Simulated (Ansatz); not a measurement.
**Migration of N in AlN**

Theory: DFT PBE, scalar-relativistic, plane waves, PAW in Ansatz. Settings: 420 eV cutoff, 2×2×2 k-mesh, Gaussian smearing of 0.02 eV, collinear spin.

In a supercell of 32 host sites, interstitial N hops to an equivalent place, moving 1.45 Å between the relaxed ends. Climbing-image nudged elastic band at fixed cell with images 0 (start) to 6 (end), the path measured over all atoms, converged to 0.05 eV/Å; the order of the saddle wasn't checked, and the small cell leaves errors of about a tenth of an eV.

With moments and this functional the run may sit in a state above the lowest one. Starting moments were lost in some runs.

Start:

```
CELL_PARAMETERS angstrom
3.13021 -5.42168 0.00000
-6.26042 0.00000 0.00000
0.00000 0.00000 -10.03609
ATOMIC_POSITIONS crystal
Al 0.33552 0.16696 0.25202
Al 0.33173 0.13288 0.74352
Al 0.83117 0.16584 0.25213
Al 0.80710 0.13725 0.74704
Al 0.33677 0.67223 0.25527
Al 0.33809 0.67746 0.73873
Al 0.83409 0.66687 0.24828
Al 0.82837 0.65472 0.75236
Al 0.16737 0.34108 0.01861
Al 0.16500 0.32858 0.49839
Al 0.66538 0.33182 0.00211
Al 0.66818 0.33324 0.49957
Al 0.16927 0.83699 0.00014
Al 0.16177 0.82929 0.49795
Al 0.66670 0.83490 0.00086
Al 0.66995 0.82998 0.49894
N 0.33687 0.17064 0.06418
N 0.33396 0.16366 0.55729
N 0.82929 0.16712 0.06440
N 0.83250 0.16394 0.55960
N 0.34024 0.68022 0.07039
N 0.33319 0.66418 0.55290
N 0.83414 0.66723 0.05765
N 0.83258 0.66283 0.56149
N 0.16663 0.33342 0.30963
N 0.18178 0.40826 0.83815
N 0.66832 0.33529 0.31138
N 0.65636 0.31629 0.80901
N 0.16455 0.83439 0.31102
N 0.16185 0.81104 0.80867
N 0.67099 0.83405 0.31177
N 0.64772 0.80846 0.80907
N 0.08399 0.15772 0.82454
```

Atom 33 jumps to (0.725, -0.455, -8.275) Å.

(1) Give the energy along the band and the structure at its top.

## Answers

(1)
```csv
image,path (Å),E − E(0) (eV),N x (Å),N y (Å),N z (Å),force on N (eV/Å)
0,0.00,0.000,-0.725,-0.455,-8.275,0.01
1,0.34,0.128,-0.536,-0.397,-8.323,0.66
2,0.67,0.713,-0.295,-0.365,-8.342,2.22
3,1.01,1.209,0.000,-0.376,-8.344,0.02
4,1.34,0.717,0.298,-0.358,-8.338,1.87
5,1.68,0.129,0.537,-0.390,-8.322,0.64
6,2.02,0.000,0.725,-0.455,-8.275,0.01
```

Barrier 1.21 eV. Image 3:
```
CELL_PARAMETERS angstrom
3.13021 -5.42168 0.00000
-6.26042 0.00000 0.00000
0.00000 0.00000 -10.03609
ATOMIC_POSITIONS crystal
Al 0.33831 0.16915 0.25301
Al 0.35737 0.17869 0.74144
Al 0.83359 0.16592 0.24996
Al 0.82654 0.15082 0.75404
Al 0.33414 0.66707 0.25328
Al 0.32867 0.66434 0.73769
Al 0.83359 0.66767 0.24997
Al 0.82654 0.67572 0.75404
Al 0.16733 0.33088 0.00643
Al 0.16454 0.33068 0.49834
Al 0.66882 0.33441 0.00247
Al 0.67556 0.33778 0.50109
Al 0.16733 0.83644 0.00643
Al 0.16454 0.83386 0.49834
Al 0.66054 0.83027 0.00041
Al 0.66945 0.83473 0.49953
N 0.34143 0.17071 0.06562
N 0.33872 0.16936 0.55718
N 0.83142 0.16470 0.06062
N 0.83527 0.16530 0.56274
N 0.33173 0.66586 0.06667
N 0.33192 0.66596 0.55255
N 0.83142 0.66673 0.06062
N 0.83527 0.66997 0.56274
N 0.16641 0.33146 0.31046
N 0.15856 0.36118 0.81760
N 0.67193 0.33597 0.31245
N 0.66834 0.33417 0.81050
N 0.16641 0.83495 0.31046
N 0.15855 0.79738 0.81760
N 0.66863 0.83432 0.31119
N 0.62924 0.81462 0.81030
N 0.06929 0.03464 0.83135
```

Cost: 1 run of about 51 core-minutes, on Arm Neoverse V1 (shared hosts).